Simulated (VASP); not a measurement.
# GaN (P6_3mc) in VASP: relaxation of cell and atoms with PBE

Aim: the relaxation of cell and atoms of GaN with PBE.

Program: VASP 6.6.1. These are calculated values, not measurements. Logs are shortened: lines on timing, memory, paths and dates and some standing lists are left out, and cuts for length are marked.

## (1) The structure

The structure is hexagonal, space group P6_3mc (No. 186). Conventional cell: a = 3.190 Å, b = 3.190 Å, c = 5.189 Å, α = 90.00°, β = 90.00°, γ = 120.00°. Ga (site symmetry 3m) is surrounded by 4 N at 1.95 to 1.96 Å. N (site symmetry 3m) is surrounded by 4 Ga at 1.95 to 1.96 Å.

The cell was built by a generator and needn't be a form met in nature.

## (2) Relaxation of cell and atoms, PBE

The input, INCAR:

```
SYSTEM = GaN
PREC = Accurate
ENCUT = 600
EDIFF = 1E-6
ISMEAR = -1
SIGMA = 0.05
LREAL = .FALSE.
LASPH = .TRUE.
NELM = 80
ALGO = Normal
ISIF = 3
LWAVE = .FALSE.
LCHARG = .FALSE.
GGA = PE
IBRION = 2
NSW = 40
EDIFFG = -0.02
KPAR = 4
```

The input, KPOINTS:

```
regular mesh
0
G
  10 10 6
  0 0 0
```

The input, POSCAR:

```
GaN
1.0
    3.1900000000      0.0000000000      0.0000000000
   -1.5950000000      2.7626210381      0.0000000000
    0.0000000000      0.0000000000      5.1890000000
Ga N
2 2
Direct
    0.3333333333      0.6666666667      0.0000000000
    0.6666666667      0.3333333333      0.5000000000
    0.3333333333      0.6666666667      0.3768000000
    0.6666666667      0.3333333333      0.8768000000
```

Potentials or basis: VASP PAW PBE potentials, release 64 (Ga_d, N).

Command:

```
$ cat potpaw_PBE.64/Ga_d/POTCAR potpaw_PBE.64/N/POTCAR > POTCAR
$ mpirun -np 4 vasp_std > vasp.out
```

OUTCAR:

```text
SYSTEM = GaN
   PREC = Accurate
   ENCUT = 600
   EDIFF = 1E-6
   ISMEAR = -1
   LREAL = .FALSE.
   LASPH = .TRUE.
   NELM = 80
   ISIF = 3
   GGA = PE
   IBRION = 2
   NSW = 40
   EDIFFG = -0.02

 ion  position               nearest neighbor table
   1  0.333  0.667  0.000-   4 1.95   4 1.95   4 1.95   3 1.96
   2  0.667  0.333  0.500-   3 1.95   3 1.95   3 1.95   4 1.96
   3  0.333  0.667  0.377-   2 1.95   2 1.95   2 1.95   1 1.96
   4  0.667  0.333  0.877-   1 1.95   1 1.95   1 1.95   2 1.96

  LATTYP: Found a hexagonal cell.
 ALAT       =     3.1900000000
 C/A-ratio  =     1.6266457680

  Lattice vectors:

 A1 = (   3.1900000000,   0.0000000000,   0.0000000000)
 A2 = (  -1.5950000000,   2.7626210381,   0.0000000000)
 A3 = (   0.0000000000,   0.0000000000,   5.1890000000)

Analysis of symmetry for initial positions (statically):
=====================================================================
 Subroutine PRICEL returns:
 Original cell was already a primitive cell.

 Routine SETGRP: Setting up the symmetry group for a
 hexagonal supercell.

 Subroutine GETGRP returns: Found 12 space group operations
 (whereof  6 operations were pure point group operations)
 out of a pool of 24 trial point group operations.

The static configuration has the point symmetry C_3v.
 The point group associated with its full space group is C_6v.

Analysis of symmetry for dynamics (positions and initial velocities):
=====================================================================
 Subroutine PRICEL returns:
 Original cell was already a primitive cell.

 Routine SETGRP: Setting up the symmetry group for a
 hexagonal supercell.

 Subroutine GETGRP returns: Found 12 space group operations
 (whereof  6 operations were pure point group operations)
 out of a pool of 24 trial point group operations.

The dynamic configuration has the point symmetry C_3v.
 The point group associated with its full space group is C_6v.

 Subroutine INISYM returns: Found 12 space group operations
 (whereof  6 operations are pure point group operations),
 and found     1 'primitive' translations

----------------------------------------------------------------------------------------

                                     Primitive cell

  volume of cell :      45.7294

  direct lattice vectors                    reciprocal lattice vectors
     3.190000000  0.000000000  0.000000000     0.313479624  0.180987545  0.000000000
    -1.595000000  2.762621038  0.000000000     0.000000000  0.361975090  0.000000000
     0.000000000  0.000000000  5.189000000     0.000000000  0.000000000  0.192715359

  length of vectors
     3.190000000  3.190000000  5.189000000     0.361975090  0.361975090  0.192715359

  position of ions in fractional coordinates (direct lattice)
     0.333333333  0.666666667  0.000000000
     0.666666667  0.333333333  0.500000000
     0.333333333  0.666666667  0.376800000
     0.666666667  0.333333333  0.876800000

  ion indices of the primitive-cell ions
   primitive index   ion index
                 1           1
                 2           2
                 3           3
                 4           4

----------------------------------------------------------------------------------------

 KPOINTS: regular mesh

Automatic generation of k-mesh.
 Grid dimensions read from file:
 generate k-points for:   10   10    6

 Generating k-lattice:

  Cartesian coordinates                     Fractional coordinates (reciprocal lattice)
     0.031347962  0.018098755  0.000000000     0.100000000  0.000000000  0.000000000
     0.000000000  0.036197509  0.000000000     0.000000000  0.100000000  0.000000000
     0.000000000  0.000000000  0.032119227     0.000000000  0.000000000  0.166666667

  Length of vectors
     0.036197509  0.036197509  0.032119227

  Shift w.r.t. Gamma in fractional coordinates (k-lattice)
     0.000000000  0.000000000  0.000000000

 Subroutine IBZKPT returns following result:
 ===========================================

 Found     56 irreducible k-points:

 Following reciprocal coordinates:
            Coordinates               Weight
  0.000000  0.000000  0.000000      1.000000
  0.100000  0.000000  0.000000      6.000000
  0.200000  0.000000  0.000000      6.000000
  0.300000  0.000000  0.000000      6.000000
  0.400000 -0.000000  0.000000      6.000000
  0.500000  0.000000  0.000000      3.000000
[... 16 lines left out ...]
  0.300000  0.100000  0.166667     24.000000
  0.400000  0.100000  0.166667     24.000000
 [... further k-points ...]
   k-points           NKPTS =     56   k-points in BZ     NKDIM =     56   number of bands    NBANDS=     22
   number of dos      NEDOS =    301   number of ions     NIONS =      4
   total plane-waves  NPLWV =  32928
   dimension x,y,z NGX =    28 NGY =   28 NGZ =   42
   dimension x,y,z NGXF=    56 NGYF=   56 NGZF=   84
   ions per type =               2   2
   NGX,Y,Z   is equivalent  to a cutoff of  14.59, 14.59, 13.46 a.u.
   NGXF,Y,Z  is equivalent  to a cutoff of  29.18, 29.18, 26.91 a.u.
 SYSTEM =  GaN
   PREC   = accura    normal or accurate (medium, high low for compatibility)
   ISTART =      0    job   : 0-new  1-cont  2-samecut
   ICHARG =      2    charge: 1-file 2-atom 10-const
   ISPIN  =      1    spin polarized calculation?
   LNONCOLLINEAR =      F non collinear calculations
   LSORBIT =      F    spin-orbit coupling
   LASPH  =      T    aspherical Exc in radial PAW
   ENCUT  =  600.0 eV  44.10 Ry    6.64 a.u.   6.37  6.37 10.36*2*pi/ulx,y,z
   NELM   =     80;   NELMIN=  2; NELMDL= -5     # of ELM steps
   EDIFF  = 0.1E-05   stopping-criterion for ELM
   LREAL  =      F    real-space projection
   EDIFFG = -.2E-01   stopping-criterion for IOM
   NSW    =     40    number of steps for IOM
   IBRION =      2    ionic relax: 0-MD 1-quasi-New 2-CG
   NFREE  =      1    steps in history (QN), initial steepest desc. (CG)
   ISIF   =      3    stress and relaxation
   ISYM   =      2    0-nonsym 1-usesym 2-fastsym
   POTIM  = 0.5000    time-step for ionic-motion
   TEBEG  =    0.0;   TEEND  =   0.0 temperature during run
   PSTRESS=    0.0 pullay stress
   NELECT =      36.0000    total number of electrons
   NUPDOWN=      -1.0000    fix difference up-down
   EMIN   =  10.00;   EMAX   =-10.00  energy-range for DOS
   EFERMI =   0.00;   METHOD = LEGACY
   ISMEAR =    -1;   SIGMA  =   0.05  broadening in eV -4-tet -1-fermi 0-gaus
   EFERMI_NEDOS =   21; number of points for ismear=-14 and -15
   IALGO  =     38    algorithm
   IMIX   =      4    mixing-type and parameters
     AMIX     =   0.40;   BMIX     =  1.00
     AMIX_MAG =   1.60;   BMIX_MAG =  1.00
  volume/ion in A,a.u.               =      11.43        77.15
  Fermi-wavevector in a.u.,A,eV,Ry     =   1.511624  2.856555 31.089409  2.285007
  Thomas-Fermi vector in A             =   2.621656
   LORBIT       =      0    0 simple, 1 ext, 2 COOP (PROOUT), +10 PAW based schemes
   GGA     = PE    functional components
   LHFCALC =     F    Hartree Fock is set to
   AEXX    =    0.0000 exact exchange contribution
   IVDW    =     0    specifies the selected vdW correction
   LEPSILON=     F    determine dielectric tensor
   LRPA    =     F    only Hartree local field effects (RPA)
 conjugate gradient relaxation of ions
 non-spin polarized calculation
  energy-cutoff  :      600.00
  volume of cell :       45.73
 maximum number of plane-waves:      1550
 NGX is ok and might be reduce to    28
   NGX = 13   NGY = 13   NGZ = 21

--------------------------------------- Ionic step        1  -------------------------------------------

 number of electron      35.9999996 magnetization

 Free energy of the ion-electron system (eV)
  ---------------------------------------------------
  ext. energy  EPLUGINS =         0.00000000
  ---------------------------------------------------
  free energy    TOTEN  =       -24.30897800 eV

  energy without entropy =      -24.30897800  energy(sigma->0) =      -24.30897800

------------------------ aborting loop because EDIFF is reached ----------------------------------------

  FORCE on cell =-STRESS in cart. coord.  units (eV):
  Direction    XX          YY          ZZ          XY          YZ          ZX
  --------------------------------------------------------------------------------------
  -------------------------------------------------------------------------------------
  Total        1.3879969      1.3879969      1.5417753      0.0000000      0.0000000      0.0000000
  in kB       48.6299035     48.6299035     54.0176886      0.0000000      0.0000000      0.0000000
  external PRESSURE =      50.4258318 kB  Pullay stress =       0.0000000 kB

 VOLUME and BASIS-vectors are now :
 -----------------------------------------------------------------------------
  energy-cutoff  :      600.00
  volume of cell :       45.73
      direct lattice vectors                 reciprocal lattice vectors
     3.190000000  0.000000000  0.000000000     0.313479624  0.180987545  0.000000000
    -1.595000000  2.762621038  0.000000000     0.000000000  0.361975090  0.000000000
     0.000000000  0.000000000  5.189000000     0.000000000  0.000000000  0.192715359
[... 39 lines left out ...]
 POSITION                                       TOTAL-FORCE (eV/Angst)
 -----------------------------------------------------------------------------------
     -0.00000      1.87258      5.28518        -0.000000      0.000000      0.008034
      1.62170      0.93629      2.64244         0.000000      0.000000      0.008034
     -0.00000      1.87258      1.99188         0.000000     -0.000000     -0.008034
      1.62170      0.93629      4.63462         0.000000     -0.000000     -0.008034
 -----------------------------------------------------------------------------------
    total drift:                                0.000000      0.000001      0.000447

  FREE ENERGIE OF THE ION-ELECTRON SYSTEM (eV)
  ---------------------------------------------------
  free  energy   TOTEN  =       -24.3151851518 eV

  energy  without entropy=      -24.3151851494  energy(sigma->0) =      -24.31518515

--------------------------------------- Ionic step        3  -------------------------------------------

 number of electron      36.0000002 magnetization

 Free energy of the ion-electron system (eV)
  ---------------------------------------------------
  ext. energy  EPLUGINS =         0.00000000
  ---------------------------------------------------
  free energy    TOTEN  =       -24.32895463 eV

  energy without entropy =      -24.32895463  energy(sigma->0) =      -24.32895463

 E-fermi :   5.9128     XC(G=0): -11.5158

 val. band max:        5.0083094708   @ k =   0.0000   0.0000   0.0000
 cond. band min:       6.7274759911   @ k =   0.0000   0.0000   0.0000
 fundamental gap:      1.7191665203
 Fermi energy:         5.9128323450

 k-point     1 :       0.0000    0.0000    0.0000
  band No.  band energies     occupation
      1     -10.7273      2.00000
      2      -9.9034      2.00000
      3      -8.4105      2.00000
      4      -8.3963      2.00000
      5      -8.3963      2.00000
      6      -8.3405      2.00000
[... 14 lines left out ...]
     21      14.0378      0.00000
     22      14.7351      0.00000
[... 552 lines left out ...]
  band No.  band energies     occupation
      1      -9.8839      2.00000
      2      -9.7581      2.00000
      3      -8.3492      2.00000
      4      -8.3219      2.00000
      5      -8.2437      2.00000
      6      -8.2082      2.00000
[... 14 lines left out ...]
     21      11.8560      0.00000
     22      12.9476      0.00000

 [... further k-points ...]
[... 5 lines left out ...]
  --------------------------------------------------------------------------------------
  -------------------------------------------------------------------------------------
  Total       -0.0104735     -0.0104735      0.0378622      0.0000000     -0.0000000      0.0000000
  in kB       -0.3568324     -0.3568324      1.2899630      0.0000000     -0.0000000      0.0000000
  external PRESSURE =       0.1920994 kB  Pullay stress =       0.0000000 kB

 VOLUME and BASIS-vectors are now :
 -----------------------------------------------------------------------------
  energy-cutoff  :      600.00
  volume of cell :       47.03
      direct lattice vectors                 reciprocal lattice vectors
     3.218807718  0.000000000  0.000000000     0.310674041  0.179367741 -0.000000000
    -1.609403859  2.787569254  0.000000000     0.000000000  0.358735482 -0.000000000
     0.000000000  0.000000000  5.241051643     0.000000000  0.000000000  0.190801402

 POSITION                                       TOTAL-FORCE (eV/Angst)
 -----------------------------------------------------------------------------------
     -0.00000      1.85838      5.24088        -0.000000      0.000000      0.002909
      1.60940      0.92919      2.62036         0.000000      0.000000      0.002909
     -0.00000      1.85838      1.97500         0.000000     -0.000000     -0.002909
      1.60940      0.92919      4.59552        -0.000000     -0.000000     -0.002909
 -----------------------------------------------------------------------------------
    total drift:                                0.000000      0.000001     -0.000545

  FREE ENERGIE OF THE ION-ELECTRON SYSTEM (eV)
  ---------------------------------------------------
  free  energy   TOTEN  =       -24.3289546256 eV

  energy  without entropy=      -24.3289546251  energy(sigma->0) =      -24.32895463

 reached required accuracy - stopping structural energy minimisation
```

It took 46 s on 4 MPI ranks of Intel Xeon Platinum 8488C (Sapphire Rapids), shared host; peak memory 0.22 GiB.

Results:

- Free energy: -24.3290 eV
- Relaxed volume: 11.76 Å³/atom
- Relaxed cell: a = 3.219 Å, b = 3.219 Å, c = 5.241 Å, α = 90.00°, β = 90.00°, γ = 120.00°
- Space group after relaxing (to 0.05 Å): P6_3mc (No. 186)
- Energy gained by relaxing: 5.0 meV/atom
- Ionic steps: 3
- Pressure after relaxing: 0.0 GPa
- Band gap on the k mesh: 1.72 eV, direct

Forces on the atoms (eV/Å):
```
Ga   0.000  0.000  0.003
Ga   0.000  0.000  0.003
N    0.000  0.000 -0.003
N    0.000  0.000 -0.003
```

The path:
```csv
step,energy change (eV),largest force (eV/Å),pressure (GPa),volume (Å³)
1,0.0000,0.0062,5.04,45.73
2,-0.0062,0.0080,-3.77,48.15
3,-0.0200,0.0029,0.02,47.03
```

Final structure:
```
CELL_PARAMETERS angstrom
3.21881 0.00000 0.00000
-1.60940 2.78757 0.00000
0.00000 0.00000 5.24105
ATOMIC_POSITIONS crystal
Ga 0.33333 0.66667 0.99997
Ga 0.66667 0.33333 0.49997
N 0.33333 0.66667 0.37683
N 0.66667 0.33333 0.87683
```
